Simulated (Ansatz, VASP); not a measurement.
# Cross-check of Si53BC54 (B_Si) between VASP and Ansatz, part 2 of 2

Wanted: the spread between two codes on one cell, functional and k mesh. Of the first pair: The structure shown is the start of the Ansatz relaxation below; VASP solves that cell, so the two are compared at the walk's first step.

VASP 6.6.1 and Ansatz 0.2.0.

So far: Set-up; Ansatz: relaxation, r2SCAN; VASP: single point, r2SCAN, start cell, pair 1; Side by side.

## (6) VASP: single point, r2SCAN, relaxed cell, pair 2

Level of this step: r2SCAN, spin-polarised from a ferromagnetic start; plane waves and PAW (Si, C, B) (VASP).

The same cell, functional and mesh now go to VASP, with its own data sets.

INCAR

```
SYSTEM = Si53BC54
PREC = Accurate
ENCUT = 580
EDIFF = 1E-06
NELM = 200
ISMEAR = 0
SIGMA = 0.01
LREAL = Auto
ALGO = Normal
METAGGA = R2SCAN
LASPH = .TRUE.
NELECT = 430
NBANDS = 290
ISPIN = 2
MAGMOM = 0 0 0 0 0 0 0 0 0 0 0 0 0 0 0 0 0 0 0 0 0 0 0 0 0 0 0 0 0 0 0 0 0 0 0 0 0 0 0 0 0 0 0 0 0 0 0 0 0 0 0 0 0 0.01 0.02 0.01 0.01 0.02 0.01 0.01 0.02 0.01 0.01 0.02 0.01 0.01 0.04 0.02 0.02 0.04 0.01 0.02 0.01 0.03 0.02 0.04 0.01 0.01 0.02 0.03 0.02 0.07 0.02 0.01 0.03 0.03 0.03 0.11 0.02 0.01 0.03 0.01 0.02 0.03 0.01 0.01 0.04 0.02 0.02 0.03 0.01 0.02 0.07 0.02 0.02 0.06 0.01 0.01
LORBIT = 11
LWAVE = .FALSE.
LCHARG = .FALSE.
ISIF = 2
ISYM = 0
NUPDOWN = 2
GGA_COMPAT = .FALSE.
LMIXTAU = .TRUE.
```

POSCAR

```
Si53BC54
1.0
    9.2359949358      0.0000000000      0.0000000000
   -4.6179974679      7.9986062436      0.0000000000
    0.0000000000      0.0000000000     15.1078644000
Si C B
53 54 1
Direct
    0.1121151103      0.2209127421      0.8325014677
    0.2210667723      0.1116075481      0.3329167508
[... 2 atom lines left out ...]
    0.9962534362      0.9967585606      0.4993229263
[... 2 atom lines left out ...]
    0.2211366835      0.4447353818      0.3326965016
    0.2223085728      0.4437377011      0.6661000737
[... 5 atom lines left out ...]
    0.2222354137      0.7768732993      0.6656088612
[... 1 atom line left out ...]
    0.9959869894      0.6661930895      0.4993551833
[... 8 atom lines left out ...]
    0.5550030255      0.4477027904      0.3350878138
    0.5574263001      0.4470025630      0.6638212308
[... 1 atom line left out ...]
    0.3358116942      0.3364194135      0.4992725065
[... 2 atom lines left out ...]
    0.5556025985      0.7767153136      0.3353873395
    0.5574249035      0.7760578931      0.6640161228
[... 1 atom line left out ...]
    0.3356165479      0.6655259657      0.4993649463
[... 2 atom lines left out ...]
    0.8877844448      0.1114225905      0.3326501722
    0.8891408816      0.1105094623      0.6661651373
[... 1 atom line left out ...]
    0.6672075440      0.9971184729      0.4992978345
[... 2 atom lines left out ...]
    0.8875895788      0.4449935639      0.3326288226
    0.8889865669      0.4438827058      0.6663267509
[... 1 atom line left out ...]
    0.6666498457      0.3370362136      0.4991779851
[... 2 atom lines left out ...]
    0.8849949745      0.7773629440      0.3350577148
    0.8864008087      0.7757191362      0.6639327593
[... 3 atom lines left out ...]
    0.9990402357      0.0007972563      0.3742142510
[... 2 atom lines left out ...]
    0.2212670743      0.1113999974      0.5407724318
[... 5 atom lines left out ...]
    0.2211392210      0.4443343409      0.5413796025
[... 2 atom lines left out ...]
    0.9987500678      0.6668309258      0.3743127722
    0.1099406738      0.8875978249      0.7064152828
[... 1 atom line left out ...]
    0.2210410573      0.7776247535      0.5408727394
[... 3 atom lines left out ...]
    0.4452881938      0.2228433452      0.7063821868
[... 1 atom line left out ...]
    0.5549711300      0.1113254794      0.5407970833
[... 2 atom lines left out ...]
    0.3317594384      0.3335475715      0.3741847098
    0.4446046067      0.5549517344      0.7074265425
    0.5557084600      0.4447624561      0.2090254341
    0.5616895456      0.4592201975      0.5381634339
[... 2 atom lines left out ...]
    0.3319074321      0.6664514568      0.3742947706
    0.4450680693      0.8877613494      0.7065821194
    0.5558440744      0.7765658501      0.2093165800
    0.5601221912      0.7721297245      0.5388280839
[... 2 atom lines left out ...]
    0.6660416177      0.0004801112      0.3742368747
[... 2 atom lines left out ...]
    0.8882352017      0.1113159351      0.5413528170
[... 2 atom lines left out ...]
    0.6657424002      0.3337164833      0.3742151965
    0.7778306074      0.5548989929      0.7073528274
[... 1 atom line left out ...]
    0.8878712827      0.4445508747      0.5413766603
[... 2 atom lines left out ...]
    0.6661600151      0.6664034806      0.3823812852
    0.7778829427      0.8881371236      0.7074041706
    0.8876777291      0.7769064459      0.2090146321
    0.8725347436      0.7703961599      0.5381498272
[... 1 atom line left out ...]
    0.6701355266      0.6648181793      0.4988733465
```

KPOINTS

```
Points of the shifted mesh
1
Reciprocal
 0.2500000000  0.2500000000  0.2500000000 1
```

PAW data sets: Si, C and B (PBE family, release 64).

The run is started by

```bash
$ export OMP_NUM_THREADS=3
$ mpirun -np 1 vasp_std
```

Numbers of over 12 decimals in the logs are rounded to 6 here.

Log:

```text
[banner, memory and clock lines left out]
running    1 mpi-ranks, on    1 nodes
[...]
Offloading initialized ...    1 GPUs detected
[...]
[... a notice as in an earlier step ...]

 LDA part: xc-table for (None), standard interpolation
 POSCAR, INCAR and KPOINTS ok, starting setup
[...]
entering main loop
       N       E                     dE             d eps       ncg     rms          rms(c)
DAV:   1     0.120446687390E+04    0.12045E+04   -0.21655E+05  1160   0.151E+03
DAV:   2    -0.104322582691E+04   -0.22477E+04   -0.21266E+04  1412   0.257E+02
DAV:   3    -0.120347734916E+04   -0.16025E+03   -0.15831E+03  1424   0.636E+01
DAV:   4    -0.120720499673E+04   -0.37276E+01   -0.37104E+01  1408   0.105E+01
DAV:   5    -0.120731369238E+04   -0.10870E+00   -0.10849E+00  1400   0.168E+00BRMIX: very serious problems
 the old and the new charge density differ
 old charge density:   431.00000 new  430.00000
    0.660E+01
DAV:   6    -0.104924629422E+04    0.15807E+03   -0.23310E+02  1344   0.209E+01    0.370E+01
DAV:   7    -0.105096138169E+04   -0.17151E+01   -0.32469E+01  1440   0.806E+00    0.162E+01
DAV:   8    -0.105144374026E+04   -0.48236E+00   -0.14464E+00  1336   0.227E+00    0.311E+00
DAV:   9    -0.105146817417E+04   -0.24434E-01   -0.18422E-01  1384   0.100E+00    0.995E-01
[...]
DAV:  14    -0.105148052785E+04   -0.33143E-04   -0.21626E-04  1352   0.253E-02    0.227E-02
DAV:  15    -0.105148052371E+04    0.41395E-05   -0.18649E-05  1400   0.809E-03    0.113E-02
DAV:  16    -0.105148052397E+04   -0.25962E-06   -0.32707E-06  1168   0.411E-03
   1 F= -.10514805E+04 E0= -.10514805E+04  d E =-.151970E-14  mag=     1.9952
```

From OUTCAR (step 6):

```text
  FREE ENERGIE OF THE ION-ELECTRON SYSTEM (eV)
  ---------------------------------------------------
  free  energy   TOTEN  =     -1051.4805239667 eV

  energy  without entropy=    -1051.4805239667  energy(sigma->0) =    -1051.48052397

 magnetization (x)
# of ion       s       p       d       tot
------------------------------------------
    1       -0.000  -0.000   0.000  -0.000
    2       -0.001   0.000   0.000  -0.001
    3       -0.001  -0.001   0.000  -0.002
    4       -0.000   0.001   0.000   0.000
    5       -0.001   0.002   0.000   0.001
    6       -0.000   0.001   0.000   0.000
    7       -0.001   0.000   0.000  -0.000
    8       -0.001   0.000   0.000  -0.001
    9       -0.001  -0.001   0.000  -0.001
   10       -0.001   0.000   0.000  -0.000
   11       -0.001   0.004   0.000   0.003
   12       -0.000   0.000   0.000   0.000
   13       -0.001   0.000   0.000  -0.000
[...]
--------------------------------------------------
tot          0.024   1.195   0.000   1.219
```

The run ends at a pressure of -3.47 GPa, with forces up to 0.036 eV/Å.

## (7) Differences

What differs besides the data sets and the points named for the pairs above, as far as they apply: site moments are counted in spheres of each program's own size. Total energies have different zeros and are not compared.

Both answers:

```
                             quantity  Ansatz  VASP  difference
total moment, fixed by the input (μB)    2.00  2.00        0.00
                   moment on C88 (μB)    0.11  0.10       +0.01
                   moment on C82 (μB)    0.07  0.07        0.00
                  moment on C103 (μB)    0.07  0.07        0.00
                  moment on C106 (μB)    0.06  0.06        0.00
```

At this near-relaxed geometry the largest component of a force difference is 19 meV/Å. The cell carries a charge of +1 e against a uniform background, so its pressure also hangs on how the neutralising background is counted, and in a defect's cell a gap may be the spacing between its levels.

## (8) Results

* r.m.s. force difference (single point, r2SCAN, start cell, pair 1): 0.47 % of the r.m.s. force
* difference in moment on C88 (single point, r2SCAN, relaxed cell, pair 2): 0.0070 μB

The r.m.s. force difference is 0.47 % of the r.m.s. force (single point, r2SCAN, start cell, pair 1), within the 3 % picked in this series as the mark of a large difference. How closely two codes agree says nothing of how well the functional describes the real material.

[Lines on the potential files, build, host, timing and source positions are cut from VASP's logs without a mark.]

[Logs are printed without paths, hosts, clocks, repeated set-up lines and the standing remarks that a program may print on its own settings, such as how far it seeks lower states.]

[Hosts, paths, dates, database ids (printed as entryN), source tags and the programs' standing remarks are cut or masked in the printed files.]
